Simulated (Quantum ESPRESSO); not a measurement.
# Ir (Fm-3m) in Quantum ESPRESSO: a series of runs, part 2 of 2

Quantum ESPRESSO 7.5.

### 3 Relaxation of cell and atoms, PBEsol, target pressure 30 GPa, at which the enthalpy is minimised

The input, pw.in:

```
&CONTROL
  calculation = 'vc-relax'
  prefix = 'pwscf'
  outdir = './tmp'
  pseudo_dir = './pseudo'
  tprnfor = .true.
  tstress = .true.
  disk_io = 'low'
  nstep = 40
  forc_conv_thr = 0.0004
  etot_conv_thr = 1d-05
/
&SYSTEM
  ibrav = 0
  nat = 1
  ntyp = 1
  ecutwfc = 52
  ecutrho = 414
  nbnd = 13
  occupations = 'smearing'
  smearing = 'fd'
  degauss = 0.00367493
/
&ELECTRONS
  conv_thr = 2d-10
  electron_maxstep = 120
  mixing_beta = 0.5
/
&IONS
  ion_dynamics = 'bfgs'
/
&CELL
  cell_dynamics = 'bfgs'
  press = 300
  press_conv_thr = 0.3
/
ATOMIC_SPECIES
Ir   192.2170 ir_pbesol_v1.2.uspp.F.UPF
CELL_PARAMETERS angstrom
   0.0000000000    1.9156000000    1.9156000000
   1.9156000000    0.0000000000    1.9156000000
   1.9156000000    1.9156000000    0.0000000000
ATOMIC_POSITIONS angstrom
Ir     0.0000000000    0.0000000000    0.0000000000
K_POINTS automatic
12 12 12 0 0 0
```

Potentials or basis: GBRV 1.5 PBEsol.

Launch:

```bash
$ OMP_NUM_THREADS=1 mpirun -n 2 pw.x -nk 2 -in pw.in > pw.out
```

pw.out:

```text
This program is part of the open-source Quantum ESPRESSO suite
     for quantum simulation of materials; please cite
[... 6 lines left out ...]
     using ibrav=0 with symmetry is DISCOURAGED, use correct ibrav instead

     K-points division:     npool     =       2
     Subspace diagonalization in iterative solution of the eigenvalue problem:
     a serial algorithm will be used

     G-vector sticks info
     --------------------
     sticks:   dense  smooth     PW     G-vecs:    dense   smooth      PW
     Sum         745     379    121                13539     4909     941

     Using Slab Decomposition

     bravais-lattice index     =            0
     lattice parameter (alat)  =       5.1194  a.u.
     unit-cell volume          =      94.8727 (a.u.)^3
     number of atoms/cell      =            1
     number of atomic types    =            1
     number of electrons       =        15.00
     number of Kohn-Sham states=           13
     kinetic-energy cutoff     =      52.0000  Ry
     charge density cutoff     =     414.0000  Ry
     scf convergence threshold =      2.0E-10
     mixing beta               =       0.5000
     number of iterations used =            8  plain     mixing
     energy convergence thresh.=      1.0E-05
     force convergence thresh. =      4.0E-04
     press convergence thresh. =      3.0E-01
     Exchange-correlation= SLA  PW   PSX  PSC
                           (   1   4  10   8   0   0   0)
     nstep                     =           40

     celldm(1)=   5.119396  celldm(2)=   0.000000  celldm(3)=   0.000000
     celldm(4)=   0.000000  celldm(5)=   0.000000  celldm(6)=   0.000000

     crystal axes: (cart. coord. in units of alat)
               a(1) = (   0.000000   0.707107   0.707107 )
               a(2) = (   0.707107   0.000000   0.707107 )
               a(3) = (   0.707107   0.707107   0.000000 )

     reciprocal axes: (cart. coord. in units 2 pi/alat)
               b(1) = ( -0.707107  0.707107  0.707107 )
               b(2) = (  0.707107 -0.707107  0.707107 )
               b(3) = (  0.707107  0.707107 -0.707107 )

     PseudoPot. # 1 for Ir read from file:
     ir_pbesol_v1.2.uspp.F.UPF
     Pseudo is Ultrasoft + core correction, Zval = 15.0
     Generated by new atomic code, or converted to UPF format
     Using radial grid of  983 points,  7 beta functions with:
                l(1) =   0
                l(2) =   0
                l(3) =   1
                l(4) =   1
                l(5) =   1
                l(6) =   2
                l(7) =   2
     Q(r) pseudized with  8 coefficients,  rinner =    1.400   1.400   1.400
                                                       1.400   1.400

     atomic species   valence    mass     pseudopotential
     Ir               15.00   192.21700     Ir( 1.00)

     48 Sym. Ops., with inversion, found

   Cartesian axes

     site n.     atom                  positions (alat units)
         1        Ir     tau(   1) = (   0.0000000   0.0000000   0.0000000  )

     number of k points=    72  Fermi-Dirac smearing, width (Ry)=  0.0037
                       cart. coord. in units 2pi/alat
        k(    1) = (   0.0000000   0.0000000   0.0000000), wk =   0.0011574
        k(    2) = (   0.0589256   0.0589256  -0.0589256), wk =   0.0092593
        k(    3) = (   0.1178511   0.1178511  -0.1178511), wk =   0.0092593
        k(    4) = (   0.1767767   0.1767767  -0.1767767), wk =   0.0092593
        k(    5) = (   0.2357023   0.2357023  -0.2357023), wk =   0.0092593
        k(    6) = (   0.2946278   0.2946278  -0.2946278), wk =   0.0092593
[... 64 lines left out ...]
        k(   71) = (  -0.7071068   0.2357023   0.0000000), wk =   0.0138889
        k(   72) = (  -0.7071068   0.3535534   0.0000000), wk =   0.0069444

     Dense  grid:    13539 G-vectors     FFT dimensions: (  36,  36,  36)

     Smooth grid:     4909 G-vectors     FFT dimensions: (  24,  24,  24)

     Initial potential from superposition of free atoms

     starting charge      14.5000, renormalised to      15.0000

     negative rho (up, down):  3.724E-01 0.000E+00
     Starting wfcs are   12 randomized atomic wfcs +    1 random wfcs

     Self-consistent Calculation

     iteration #  1     ecut=    52.00 Ry     beta= 0.50
     Davidson diagonalization with overlap
     ethr =  1.00E-02,  avg # of iterations =  4.2
[... 453 lines left out ...]
     negative rho (up, down):  3.137E-01 0.000E+00
          total   stress  (Ry/bohr**3)                   (kbar)     P=      -12.70
  -0.00008633   0.00000000   0.00000000          -12.70        0.00        0.00
   0.00000000  -0.00008633   0.00000000            0.00      -12.70        0.00
[... 1454 lines left out ...]
     enthalpy           new  =    -181.4777421260 Ry

     CASE: enthalpy          _new < enthalpy          _old

     new trust radius        =       0.0004648167 bohr
     new conv_thr            =            2.0E-12 Ry

     new unit-cell volume =     88.55413 a.u.^3 (    13.12237 Ang^3 )
     density =     24.32365 g/cm^3
[... 16 lines left out ...]
     iteration #  1     ecut=    52.00 Ry     beta= 0.50
     Davidson diagonalization with overlap
     ethr =  1.00E-06,  avg # of iterations =  2.0

     Threshold (ethr) on eigenvalues was too large:
     Diagonalizing with lowered threshold

     Davidson diagonalization with overlap
     ethr =  1.07E-09,  avg # of iterations =  2.0

     negative rho (up, down):  3.123E-01 0.000E+00
[... 430 lines left out ...]
     Energy error            =      8.6E-07 Ry
     Gradient error          =      0.0E+00 Ry/Bohr
     Cell gradient error     =      4.9E-02 kbar

     bfgs converged in   5 scf cycles and   3 bfgs steps
     (criteria: energy <  1.0E-05 Ry, force <  4.0E-04 Ry/Bohr, cell <  3.0E-01 kbar)

     End of BFGS Geometry Optimization

     Final enthalpy           =    -181.4777429905 Ry

Begin final coordinates
     new unit-cell volume =     88.55413 a.u.^3 (    13.12237 Ang^3 )
     density =     24.32365 g/cm^3

CELL_PARAMETERS (angstrom)
   0.000000000   1.872092936   1.872092936
   1.872092936   0.000000000   1.872092936
   1.872092936   1.872092936  -0.000000000

ATOMIC_POSITIONS (angstrom)
Ir               0.0000000000        0.0000000000        0.0000000000
End final coordinates

     Final scf calculation at the relaxed structure.
     The G-vectors are recalculated for the final unit cell
     Results may differ from those at the preceding step.

     G-vector sticks info
     --------------------
     sticks:   dense  smooth     PW     G-vecs:    dense   smooth      PW
     Sum         721     361    121                12627     4477     893

     Using Slab Decomposition

     bravais-lattice index     =            0
     lattice parameter (alat)  =       5.1194  a.u.
     unit-cell volume          =      88.5541 (a.u.)^3
     number of atoms/cell      =            1
     number of atomic types    =            1
     number of electrons       =        15.00
     number of Kohn-Sham states=           13
     kinetic-energy cutoff     =      52.0000  Ry
     charge density cutoff     =     414.0000  Ry
     scf convergence threshold =      2.0E-12
     mixing beta               =       0.5000
     number of iterations used =            8  plain     mixing
     press convergence thresh. =      3.0E-01
     Exchange-correlation= SLA  PW   PSX  PSC
                           (   1   4  10   8   0   0   0)

     celldm(1)=   5.119396  celldm(2)=   0.000000  celldm(3)=   0.000000
     celldm(4)=   0.000000  celldm(5)=   0.000000  celldm(6)=   0.000000

     crystal axes: (cart. coord. in units of alat)
               a(1) = (   0.000000   0.691047   0.691047 )
               a(2) = (   0.691047   0.000000   0.691047 )
               a(3) = (   0.691047   0.691047  -0.000000 )

     reciprocal axes: (cart. coord. in units 2 pi/alat)
               b(1) = ( -0.723540  0.723540  0.723540 )
               b(2) = (  0.723540 -0.723540  0.723540 )
               b(3) = (  0.723540  0.723540 -0.723540 )

     PseudoPot. # 1 for Ir read from file:
     ir_pbesol_v1.2.uspp.F.UPF
     Pseudo is Ultrasoft + core correction, Zval = 15.0
     Generated by new atomic code, or converted to UPF format
     Using radial grid of  983 points,  7 beta functions with:
                l(1) =   0
                l(2) =   0
                l(3) =   1
                l(4) =   1
                l(5) =   1
                l(6) =   2
                l(7) =   2
     Q(r) pseudized with  8 coefficients,  rinner =    1.400   1.400   1.400
                                                       1.400   1.400

     atomic species   valence    mass     pseudopotential
     Ir               15.00   192.21700     Ir( 1.00)

     48 Sym. Ops., with inversion, found

   Cartesian axes

     site n.     atom                  positions (alat units)
         1        Ir     tau(   1) = (   0.0000000   0.0000000   0.0000000  )

     number of k points=    72  Fermi-Dirac smearing, width (Ry)=  0.0037
                       cart. coord. in units 2pi/alat
        k(    1) = (   0.0000000   0.0000000   0.0000000), wk =   0.0011574
        k(    2) = (   0.0602950   0.0602950  -0.0602950), wk =   0.0092593
        k(    3) = (   0.1205900   0.1205900  -0.1205900), wk =   0.0092593
        k(    4) = (   0.1808850   0.1808850  -0.1808850), wk =   0.0092593
        k(    5) = (   0.2411799   0.2411799  -0.2411799), wk =   0.0092593
        k(    6) = (   0.3014749   0.3014749  -0.3014749), wk =   0.0092593
[... 64 lines left out ...]
        k(   71) = (  -0.7235398   0.2411799   0.0000000), wk =   0.0138889
        k(   72) = (  -0.7235398   0.3617699   0.0000000), wk =   0.0069444

     Dense  grid:    12627 G-vectors     FFT dimensions: (  36,  36,  36)

     Smooth grid:     4477 G-vectors     FFT dimensions: (  24,  24,  24)

     Initial potential from superposition of free atoms

     starting charge      14.5000, renormalised to      15.0000

     negative rho (up, down):  3.711E-01 0.000E+00
     Starting wfcs are   12 randomized atomic wfcs +    1 random wfcs

     Self-consistent Calculation

     iteration #  1     ecut=    52.00 Ry     beta= 0.50
     Davidson diagonalization with overlap
     ethr =  1.00E-06,  avg # of iterations = 13.3
[... 471 lines left out ...]
     negative rho (up, down):  3.124E-01 0.000E+00
          total   stress  (Ry/bohr**3)                   (kbar)     P=      302.11
   0.00205373  -0.00000000   0.00000000          302.11       -0.00        0.00
   0.00000000   0.00205373   0.00000000            0.00      302.11        0.00
   0.00000000   0.00000000   0.00205373            0.00        0.00      302.11

=------------------------------------------------------------------------------=
   JOB DONE.
=------------------------------------------------------------------------------=
```

It took 25 s on 2 MPI ranks of Arm Neoverse V1, shared host; peak memory 0.16 GiB.

What came out:

```
Free energy                                            : -2471.5827 eV
Relaxed volume                                         : 13.12 Å³/atom
Relaxed cell                                           : a = 2.648 Å, b = 2.648 Å, c = 2.648 Å, α = 60.00°, β = 60.00°, γ = 60.00°
Space group after relaxing (to 0.05 Å)                 : Fm-3m (No. 225)
Energy change on relaxing (the enthalpy is what falls) : +77.8 meV/atom
Ionic steps                                            : 5
Pressure after relaxing                                : 30.2 GPa
Band gap on the k mesh                                 : none (metal or under the smearing width)
```

The path:
| step | energy change (eV) | largest force (eV/Å) | pressure (GPa) | volume (Å³) |
| --- | --- | --- | --- | --- |
| 1 | 0.0000 | 0.0000 | -1.27 | 14.06 |
| 2 | 0.5142 | 0.0000 | 93.11 | 11.93 |
| 3 | 0.0653 | 0.0000 | 27.20 | 13.19 |
| 4 | 0.0796 | 0.0000 | 30.39 | 13.11 |
| 5 | 0.0778 | 0.0000 | 30.00 | 13.12 |

Final structure:
```
Ir
1.0
     0.00000    1.87209    1.87209
     1.87209    0.00000    1.87209
     1.87209    1.87209    0.00000
Ir
1
Direct
  0.00000 0.00000 0.00000
```
